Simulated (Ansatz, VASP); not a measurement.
# Mo in VASP and in Ansatz

```
CELL_PARAMETERS angstrom
-1.63123 1.63123 1.63123
1.63123 -1.63123 1.63123
1.63123 1.63123 -1.63123
ATOMIC_POSITIONS crystal
Mo 0.00000 0.00000 0.00000
```

Alike in both runs: task single point; functional PBE; k mesh 18 × 18 × 18; occupations gaussian, width 0.1 eV; no spin polarisation.

|  | VASP | Ansatz |
| --- | --- | --- |
| version | VASP 6.6.1 | Ansatz 0.2.0 |
| potentials or method | VASP PAW PBE potentials, release 64 (Mo_sv) | scalar-relativistic, plane waves, PAW |
| plane-wave cutoff (eV) | 520 | 420 |
| valence electrons in the cell | 14 | 14 |

Ansatz gave:

| Item | Value |
| --- | --- |
| gap on the k mesh at the Fermi level (eV) | none |
| pressure (GPa) | -20.1 |

Task: Which values does VASP return?

Result: gap on the k mesh at the Fermi level (eV): none; pressure (GPa): -19.8.

A gap of «none» marks a metal or a gap that the smearing closes.

Caveats: so large a pressure means that the cell lies far from this level's equilibrium, or that cutoff or potentials fall short (VASP).
